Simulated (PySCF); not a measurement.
One of the candidates below gave these computed data.

All candidates are C3H9N.

| technique | computed result |
| --- | --- |
| UV, first state | lowest singlet excitation: 6.16 eV (201 nm, f = 0.028) [TDDFT wB97X-D/def2-SVPD] |
| XPS | C1s 291.2 (×3), N1s 404.7 eV [ΔSCF SCAN, pcX-2 on the ionised atom, pcseg-1 elsewhere, spin-free X2C] |
| 1H NMR | chemical shifts (computed TMS as zero) by class: 2.13 (9 H) ppm [GIAO PBE0/pcSseg-1] |
| Dipole | 0.63 D [wB97X-D/def2-SVPD] |
| 13C NMR | chemical shifts (computed TMS as zero) by class: 48.9 (3 C) ppm [GIAO PBE0/pcSseg-1] |
| Polarisability | 48.9 au [wB97X-D/def2-SVPD] |
| Rotational structure | rotational constants A, B, C: 8.804, 8.802, 4.992 GHz [GFN2-xTB] |
| UV, strongest line | among the 8 lowest singlet transitions: S4 at 8.00 eV (155 nm, f = 0.128) [TDDFT wB97X-D/def2-SVPD] |

Gas-phase values; electronic properties from PySCF, density fitting. Levels stand in brackets. Isolated species at its GFN2-xTB geometry, gas phase. NMR classes are plain means over equivalent atoms (diastereotopic ones count apart unless rotation or inversion swaps them), as if these changed places fast.

Question: Which candidate is it?
A. `CCNC` (N-ethylmethylamine)
B. `CC(C)N` (isopropylamine)
C. `CCCN` (propylamine)
D. `CN(C)C` (trimethylamine)

Answer: D. It is `CN(C)C`. Numbering: `[CH3:1][N:2]([CH3:3])[CH3:4]`. Its formula, C3H9N, gives 0 degrees of unsaturation, so no ring and no π bond. 3 carbons fall into 1 class: N-methyl carbon [C1/C3/C4] (48.9 ppm, 3 C). All hydrogens form one class (2.13 ppm): methyl hydrogen. The core levels belong to: C1s 291.2 eV, N-methyl carbon [C1/C3/C4]; N1s 404.7 eV, tertiary amine nitrogen [N2]. The optimised geometry has point group C3v and is an oblate symmetric top (the spread among constants that symmetry makes equal is optimisation noise).

The others, at the same levels:
- `CCCN` (propylamine) fails: it has 3 carbon classes against 1; its computed 13C shifts are 51.0 (1 C), 30.6 (1 C), 14.0 (1 C) ppm and 1H shifts are 2.87 (2 H), 1.49 (2 H), 0.99 (3 H), 0.52 (2 H) ppm.
- `CC(C)N` fails: it has 2 carbon classes against 1; its computed 13C shifts are 47.2 (1 C), 27.1 (2 C) ppm and 1H shifts are 3.41 (1 H), 1.03 (6 H), 0.70 (2 H) ppm.
- `CCNC` (N-ethylmethylamine) fails: it has 3 carbon classes against 1; its computed 13C shifts are 51.6 (1 C), 40.3 (1 C), 18.3 (1 C) ppm, core binding energies are C1s 290.5, C1s 291.2, C1s 291.3, N1s 404.6 eV and 1H shifts are 2.63 (3 H), 2.59 (2 H), 1.18 (3 H), -0.46 (1 H) ppm.

Each candidate is one conformer, not necessarily the lowest. The conformers computed, where there is a choice (atom-mapped SMILES and torsion angles):
- `[CH3:1][CH2:2][CH2:3][NH2:4]`: C1–C2–C3–N4 -175°, H–N4–C3–C2 -62°, H–N4–C3–C2 179°
- `[CH3:1][CH:2]([CH3:3])[NH2:4]`: H–N4–C2–C1 -179°, H–N4–C2–C1 -60°
- `[CH3:1][CH2:2][NH:3][CH3:4]`: C1–C2–N3–C4 178°
